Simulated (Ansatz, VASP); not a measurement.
# Cu in VASP and in Ansatz

```
Cu
1.0
    -1.44279    1.44279    1.41736
     1.44279   -1.44279    1.41736
     1.44279    1.44279   -1.41736
Cu
1
Direct
  0.00000 0.00000 0.00000
```

Change from the starting cell: strain +0.000 along x and y, +0.030 along z, atoms carried along.

Alike in both runs: task single point; functional PBEsol; k mesh 24 × 24 × 24; occupations gaussian, width 0.15 eV; no spin polarisation.

|  | VASP | Ansatz |
| --- | --- | --- |
| version | VASP 6.6.1 | Ansatz 0.2.0 |
| potentials or method | VASP PAW PBE potentials, release 64 (Cu) | scalar-relativistic, plane waves, PAW |
| plane-wave cutoff (eV) | 520 | 420 |
| valence electrons in the cell | 11 | 19 |

```tsv
	VASP	Ansatz	Ansatz less VASP
gap on the k mesh at the Fermi level (eV)	none	none	-
pressure (GPa)	-5.2	-5.8	-0.63
largest component of the traceless stress (GPa)	0.07	0.06	-0.009
```

A gap of «none» marks a metal or a gap that the smearing closes. The functional is the same, so the differences come from potentials, cutoffs and numerics. The two sets of potentials don't hold the same shells in valence.

Caveats: the PAW data sets were made with another functional, which shifts forces and pressure a little (VASP).
